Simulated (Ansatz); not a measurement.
# Tl: one input, then a changed one

The cell is a measured one (Crystallography Open Database entry 9008519); the temperature and pressure of the measurement aren't taken into account, and nothing was relaxed. The listed cell was then made from it by scaling, straining or moving an atom.

First run: DFT, PBE, PAW with Ansatz's default frozen-core files, scalar-relativistic (Ansatz 0.2.0).

Command: `ansatz run input.yaml --threads 1 --pin off --max-ram 2048MiB --backend cpu --events-out ev --progress --plain --runs-dir out` The run took about 4.2 s on 1 thread of a shared machine.

```yaml
crystal:
  lattice:
    - [3.3860481321, 0.0, 0.0]
    - [-1.6930240661, 2.9324037009, 0.0]
    - [0.0, 0.0, 5.4131726928]
  atoms:
    - { symbol: Tl, position: [0.3333333333, 0.6666666667, 0.25] }
    - { symbol: Tl, position: [0.6666666667, 0.3333333333, 0.75] }
kpoints:
  mp_grid: { grid: [11, 11, 6] }
scf:
  occupations: { method: fermi_dirac, width: 0.05 }
hamiltonian:
  xc: pbe
  pseudopotentials: { kind: paw }
output:
  forces: true
  stress: true
  eigenvalues: true
  efg: { contact_densities: true }
```

Result: converged; pressure 6.23 GPa; no gap on the k mesh; 6 SCF iterations.

Spin–orbit coupling is left out, though it moves levels of the heavy atoms by tenths of an eV or more.

A second input differs as follows:

```diff
@@ -11,7 +11,9 @@
 scf:
   occupations: { method: fermi_dirac, width: 0.05 }
+  max_iter: 60
 hamiltonian:
   xc: pbe
   pseudopotentials: { kind: paw }
+  hubbard: { sites: [{ species: Tl, l: p, u_eff: -5.0 }] }
 output:
   forces: true
```

**Question.** What is wrong with it, and what does the program do?

**Answer.** The fault is an enormous or negative U. The run converged; pressure 2.24 GPa; no gap on the k mesh; 7 SCF iterations. Such numbers aren't properties of the crystal. The log ends:
```
--- Band table (eV; the first three rows and the last of 64) ---
  k-point 0: bands = ["-0.7502", "-0.4662", "-0.4437", "-0.4437", "-0.3809", "-0.3809", "-0.3078", "-0.3078", "0.0804", "0.0804", "0.8184", "6.2142", "7.0808", "18.5930", "18.5930", "20.9069", "20.9069"]
  k-point 1: bands = ["-0.7289", "-0.4734", "-0.4713", "-0.4713", "-0.3992", "-0.3992", "-0.2497", "-0.2497", "0.0689", "0.0689", "0.6807", "4.6195", "8.9989", "18.7215", "18.7215", "20.2315", "20.7278"]
  k-point 2: bands = ["-0.6697", "-0.5119", "-0.4929", "-0.4929", "-0.4413", "-0.4413", "-0.1451", "-0.1451", "0.0290", "0.0290", "0.9571", "3.0101", "11.5720", "17.3765", "19.0906", "19.0906", "20.2499"]
  k-point 63: bands = ["-0.6592", "-0.6592", "-0.4367", "-0.4367", "-0.3055", "-0.3055", "-0.1644", "-0.1644", "0.0976", "0.0976", "7.1672", "7.1672", "8.9391", "8.9391", "10.8719", "10.8719", "18.1396"]
Occupation matrices written to <dir>
```
